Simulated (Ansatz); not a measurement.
# Convergence notes, G0W0 on CsI (Pm-3m)

CsI (Pm-3m) from a database structure, relaxed with r2SCAN; one-shot G0W0 in Ansatz without spin-orbit coupling. The values are computed, spin-unpolarised, and not measurements.

```cif
data_structure
_symmetry_space_group_name_H-M 'Pm-3m'
_symmetry_Int_Tables_number 221
_cell_length_a 4.6082
_cell_length_b 4.6082
_cell_length_c 4.6082
_cell_angle_alpha 90.000
_cell_angle_beta 90.000
_cell_angle_gamma 90.000
_cell_volume 97.86
loop_
_atom_site_label
_atom_site_type_symbol
_atom_site_symmetry_multiplicity
_atom_site_Wyckoff_symbol
_atom_site_fract_x
_atom_site_fract_y
_atom_site_fract_z
_atom_site_occupancy
Cs1 Cs 1 a 0.00000 0.00000 0.00000 1
I1 I 1 b 0.50000 0.50000 0.50000 1
```

Gaps are read over the mesh points alone. G0W0 here is at a finite number of bands, screening cutoff and k mesh, not at the basis limit.
```json
{"start": "PBE", "potentials": "PAW", "frequency model": "contour deformation", "mesh": "4×4×4", "empty bands": "292", "screening cutoff (eV)": "120", "Kohn-Sham gap (eV)": "3.80", "G0W0 gap (eV)": "5.72"}
{"start": "PBE", "potentials": "PAW", "frequency model": "contour deformation", "mesh": "4×4×4", "empty bands": "725", "screening cutoff (eV)": "220", "Kohn-Sham gap (eV)": "3.80", "G0W0 gap (eV)": "5.78"}
{"start": "PBE", "potentials": "PAW", "frequency model": "contour deformation", "mesh": "4×4×4", "empty bands": "1332", "screening cutoff (eV)": "300", "Kohn-Sham gap (eV)": "3.80", "G0W0 gap (eV)": "5.80"}
{"start": "HSE06", "potentials": "PAW", "frequency model": "contour deformation", "mesh": "4×4×4", "empty bands": "725", "screening cutoff (eV)": "220", "Kohn-Sham gap (eV)": "4.79", "G0W0 gap (eV)": "6.25"}
{"start": "r2SCAN", "potentials": "PAW", "frequency model": "contour deformation", "mesh": "4×4×4", "empty bands": "725", "screening cutoff (eV)": "220", "Kohn-Sham gap (eV)": "4.52", "G0W0 gap (eV)": "6.13"}
{"start": "PBE0", "potentials": "PAW", "frequency model": "contour deformation", "mesh": "4×4×4", "empty bands": "725", "screening cutoff (eV)": "220", "Kohn-Sham gap (eV)": "5.48", "G0W0 gap (eV)": "6.46"}
{"start": "PBE", "potentials": "PAW", "frequency model": "Godby-Needs pole", "mesh": "4×4×4", "empty bands": "725", "screening cutoff (eV)": "220", "Kohn-Sham gap (eV)": "3.80", "G0W0 gap (eV)": "5.75"}
{"start": "PBE", "potentials": "PAW", "frequency model": "contour deformation", "mesh": "6×6×6", "empty bands": "158", "screening cutoff (eV)": "80", "Kohn-Sham gap (eV)": "3.80", "G0W0 gap (eV)": "5.60"}
{"start": "PBE", "potentials": "norm-conserving", "frequency model": "contour deformation", "mesh": "4×4×4", "empty bands": "725", "screening cutoff (eV)": "220", "Kohn-Sham gap (eV)": "3.80", "G0W0 gap (eV)": "5.67"}
```

G0W0 moves the gap on the mesh from 3.80 eV (PBE) to 5.80 eV (M to Γ). Renormalisation factors Z lie between 0.79 and 0.84.

Raising bands and cutoff together moves the gap by +0.06 eV (120 to 220 eV), then +0.02 eV (220 to 300 eV); the last step is small, which bounds nothing strictly. Starting from HSE06 (4.79 eV against PBE's 3.80 eV) gives 6.25 eV, +0.47 eV from G0W0@PBE at the same screening cutoff. Starting from r2SCAN (4.52 eV against PBE's 3.80 eV) gives 6.13 eV, +0.35 eV from G0W0@PBE at the same screening cutoff. Starting from PBE0 (5.48 eV against PBE's 3.80 eV) gives 6.46 eV, +0.68 eV from G0W0@PBE at the same screening cutoff. The Godby-Needs plasmon pole differs from contour deformation by -0.03 eV. Norm-conserving potentials (wave cutoff 952 eV against 420 eV) shift the quasiparticle gap by -0.11 eV and the PBE gap by 0.00 eV. r2SCAN runs take a wave cutoff of 500 eV.
